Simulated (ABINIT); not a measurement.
Crystal: Zn.

```
CELL_PARAMETERS angstrom
-1.56904 1.56904 1.56904
1.56904 -1.56904 1.56904
1.56904 1.56904 -1.56904
ATOMIC_POSITIONS crystal
Zn 0.00000 0.00000 0.00000
```

This isn't the form of Zn at room conditions, which is hcp.

* Program: ABINIT 10.8.3 (patched build)
* Task: single point
* Functional: PBE
* Potentials or basis: JTH PAW PBE v2.0
* Cutoff: 599 eV
* k mesh: 12 × 12 × 12
* Occupations: fermi-dirac, width 0.05 eV
* Spin: no spin polarisation

On this cell: pressure -0.6 GPa; band gap on the k mesh none (metal or under the smearing width).

The same run follows on a disturbed copy (cell strained at random at fixed volume):

```
CELL_PARAMETERS angstrom
-1.52714 1.56173 1.52690
1.48647 -1.65878 1.58329
1.56585 1.69749 -1.62395
ATOMIC_POSITIONS crystal
Zn 0.01976 0.99531 0.01093
```

**Question.** What changes?

**Answer.** The energy (extrapolated to zero smearing) moves by -7.8 meV/atom; pressure -0.5 GPa; band gap on the k mesh none (metal or under the smearing width).

Stress tensor (GPa, compression positive):
```
-1.65  0.55  0.23
 0.55  0.18 -1.25
 0.23 -1.25  0.02
```

The energy falls, though the first cell shows no forces: that form is unstable against this distortion, unless noise or another electronic state is at work.
